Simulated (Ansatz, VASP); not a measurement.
**BaTe in VASP and in Ansatz**

INCAR

```
PREC     = Accurate       # precision mode
ENCUT    = 600            # plane-wave cutoff, eV
EDIFF    = 1E-7           # SCF threshold, eV
ISMEAR   = 0              # smearing method
SIGMA    = 0.1            # smearing width, eV
LREAL    = False          # projectors in reciprocal space
LASPH    = True           # aspherical terms in the spheres
NELM     = 80             # most SCF steps
ALGO     = Normal         # electronic algorithm
ISIF     = 3              # what is computed and relaxed
LWAVE    = False          # write WAVECAR
LCHARG   = False          # write CHGCAR
GGA      = PE             # functional
IBRION   = 2              # ionic algorithm
NSW      = 90             # ionic steps
EDIFFG   = -0.04          # ionic threshold
```

Contents of KPOINTS:

```
regular mesh
0
Gamma
  6 6 4
```

POSCAR

```
BaTe
1.0
    4.2940800600      0.0000000000      0.0000000000
   -2.1470400300      3.7187824200      0.0000000000
    0.0000000000      0.0000000000      4.2545410000
Ba Te
1 1
Direct
    0.3333333300      0.6666666700      0.5000000000
    0.0000000000      0.0000000000      0.0000000000
```

Input for Ansatz:

```yaml
crystal:
  lattice:
    - [4.29408006, 0.0, 0.0]
    - [-2.14704003, 3.71878242, 0.0]
    - [0.0, 0.0, 4.254541]
  atoms:
    - { symbol: Ba, position: [0.33333333, 0.66666667, 0.5] }
    - { symbol: Te, position: [0.0, 0.0, 0.0] }
basis:
  ecutwfc: 420
kpoints:
  mp_grid: { grid: [6, 6, 4] }
hamiltonian:
  xc: pbe
scf:
  occupations: { method: gaussian, width: 0.1 }
  lower_state_search: "off"
output:
  forces: true
  stress: true
  eigenvalues: true
relax:
  adjacent_minimum: "off"
  f_tol: 0.04
  max_steps: 70
  cell: { stress_tol: 0.4 }
```

Change from the starting cell: species swapped into the LuTe type (P-6m2, No. 187).

Alike in both runs: task relaxation of cell and atoms; functional PBE; k mesh 6 × 6 × 4; occupations gaussian, width 0.1 eV; no spin polarisation.

|  | VASP | Ansatz |
| --- | --- | --- |
| version | VASP 6.6.1 | Ansatz 0.2.0 |
| potentials or method | VASP PAW PBE potentials, release 64 (Ba_sv, Te) | scalar-relativistic, plane waves, PAW |
| plane-wave cutoff (eV) | 600 | 420 |
| valence electrons in the cell | 16 | 26 |

```csv
,VASP,Ansatz,Ansatz less VASP
"gap on the k mesh at the Fermi level, each at its own relaxed structure (eV)",1.50,1.51,+0.016
relaxed volume (Å³/atom),44.71,43.72,-0.990
relaxed cell length with the largest relative difference (Å),4.824,4.786,-0.0380
energy change over the relaxation (meV/atom),-337,-304,+32.9
```

The two sets of potentials don't hold the same shells in valence.

Caveats: the volume moved by over 15 % at a fixed basis, so the end points are rough (VASP); spin-orbit coupling is left out, which moves the levels of the heavy elements. A k mesh can miss the band edges.
